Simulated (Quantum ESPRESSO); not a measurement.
Runs of Quantum ESPRESSO 7.5 on TiSe. Symmetry: P6_3/mmc, No. 194, hexagonal system. Conventional cell: a = 3.559 Å, b = 3.559 Å, c = 6.220 Å, α = 90.00°, β = 90.00°, γ = 120.00°. Se (site symmetry -6m2) has 6 Ti at 2.58 Å as nearest neighbours. Around Ti (site symmetry -3m) lie 6 Se at 2.58 Å. 

| level | U | mixing beta | gap on the mesh (eV) | pressure (GPa) |
| --- | --- | --- | --- | --- |
| PBEsol+U | Ti d U = 2 eV | 0.3 | none | 2.2 |
| PBEsol+U | Ti d U = 8 eV | 0.3 | none | 13.3 |
| PBEsol | - | 0.5 | none | -0.7 |
| PBEsol+U | Ti d U = 3 eV | 0.3 | none | (a) |
| PBEsol+U | Ti d U = 4 eV | 0.3 | none | (b) |

Alike in all rows: task single point; potentials or basis GBRV 1.5 PBEsol; no spin polarisation; cell as given; k mesh 9 × 9 × 5; cutoff (eV) 612; smearing fermi-dirac 0.05 eV.

Estimate the missing entries.

(a) 3.7; (b) 5.3.

Caveats: U without spin polarisation on a metal has little footing (some runs).

A k mesh can miss the band edges, and the runs leave out spin-orbit coupling on Se.

A gap of «none» marks a metal or a gap under the smearing width.
